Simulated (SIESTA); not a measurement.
## Re under changes of volume

One of the cells (15.107 Å³/atom); the others are scaled copies at fixed shape and fractional positions:

```
Re
1.0
     2.78471    0.00000    0.00000
    -1.39235    2.41163    0.00000
     0.00000    0.00000    8.99804
Re
4
Direct
  0.66667 0.33333 0.75000
  0.00000 0.00000 0.50000
  0.33333 0.66667 0.25000
  0.00000 0.00000 0.00000
```

```yaml
Program: SIESTA 5.4.2
Functional: PBE
Potentials_or_basis: PseudoDojo 0.4 standard (PBE files)
Basis: DZP (energy shift 0.003 Ry; two zetas on semicore shells)
Grid_cutoff: 800 Ry
Energy_shift: 0.003 Ry
k_mesh: 11 × 11 × 3
Occupations: fermi-dirac, width 0.05 eV
Spin: no spin polarisation
```

```csv
volume (Å³/atom),energy over the lowest point (meV/atom),pressure (GPa)
13.922,115.61,34.8
14.218,61.12,24.6
14.515,24.57,15.1
15.107,0.00,-1.0
15.403,?,?
15.699,28.60,-14.0
```

Problem. What does the run at 15.403 Å³/atom give?

Solution. Energy over the lowest point 8.30 meV/atom; pressure -7.8 GPa.

Worked out: A Birch-Murnaghan fit of order 3 (a polynomial in V^(-2/3)) to the other rows has its minimum at 15.06 Å³/atom with B0 = V·E''(V) = 372 GPa and B' = 4.4 at fixed shape and positions, which overstates the stiffness. It gives 8.31 meV/atom at 15.403 Å³/atom, against the run's 8.30, and -dE/dV = -7.9 GPa, against -7.8.

Energies are extrapolated to zero smearing.

Caveats: short orbitals over semicore shells can move pressures by several GPa; the basis of atomic orbitals isn't converged, which shifts pressures, moduli and gaps.
